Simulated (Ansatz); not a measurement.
# Relaxing TiC in the zincblende type

First guess:

```
CELL_PARAMETERS angstrom
0.00000 2.34766 2.34766
2.34766 0.00000 2.34766
2.34766 2.34766 0.00000
ATOMIC_POSITIONS crystal
Ti 0.00000 0.00000 0.00000
C 0.25000 0.25000 0.25000
```

Method: Ansatz 0.2.0, DFT, PBE, PAW with Ansatz's default frozen-core files, scalar-relativistic.

Cell and atoms relax within the symmetry of the start on a 15×15×15 k mesh with 0.05 eV Fermi–Dirac smearing.

The start is built from a prototype, known or not as a phase of this compound; the cutoff is 420 eV.

Task: What is the pressure of the first guess?

Result: 3.59 GPa.

Task: What does it relax to?

Result: a = 4.728 Å, b = 4.728 Å, c = 4.728 Å, α = 90.00°, β = 90.00°, γ = 90.00° (conventional cell), 13.21 Å³ per atom:
```
CELL_PARAMETERS angstrom
0.00000 2.36413 2.36413
2.36413 0.00000 2.36413
2.36413 2.36413 0.00000
ATOMIC_POSITIONS crystal
Ti 0.00000 0.00000 0.00000
C 0.25000 0.25000 0.25000
```

Task: How much energy does the relaxation release?

Result: 3 meV/atom.
